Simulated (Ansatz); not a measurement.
Computed with DFT PBE, scalar-relativistic, plane waves, PAW (Ansatz). Settings: cutoff 420 eV, Γ-centred meshes spaced at most about 0.3 Å⁻¹, and about 0.25 Å⁻¹ or finer for metals (2π included), Gaussian smearing. No spin polarisation in the final relaxations.

All energies are static (0 K, no zero-point motion). All come from trial cells, and lower structures may exist.

Question: These unrelaxed guesses for Sb are each relaxed within their symmetry. Order them by the energy at which they end, lowest first.
A.

```
CELL_PARAMETERS angstrom
7.01334 0.00000 0.00000
-3.50667 6.07373 0.00000
0.00000 0.00000 5.61084
ATOMIC_POSITIONS crystal
Sb 0.50000 0.00000 0.50000
Sb 0.00000 0.50000 0.50000
Sb 0.50000 0.50000 0.50000
Sb 0.33333 0.66667 0.25173
Sb 0.33333 0.66667 0.74827
Sb 0.66667 0.33333 0.74827
Sb 0.66667 0.33333 0.25173
Sb 0.00000 0.00000 0.00000
```

B.

```
CELL_PARAMETERS angstrom
5.12855 0.00000 0.00000
0.00000 5.12855 0.00000
0.00000 0.00000 6.33719
ATOMIC_POSITIONS crystal
Sb 0.75000 0.75000 0.25000
Sb 0.25000 0.25000 0.25000
Sb 0.75000 0.25000 0.75000
Sb 0.25000 0.75000 0.75000
Sb 0.00000 0.00000 0.00000
Sb 0.50000 0.50000 0.50000
```

Answer: B (ends in P4_2/nnm, 0 meV/atom), A (ends in P6/mmm, 113 meV/atom).

These runs have no spin–orbit coupling, which can matter for Sb. Cells relaxed within their symmetry can be saddle points. The part of the Crystallography Open Database at hand lists Sb in space groups No. 139, 166, 194, 221, 225 and others; no cell shown has one of them. Some candidate types were left out of the draw beforehand, so a known form may be missing.
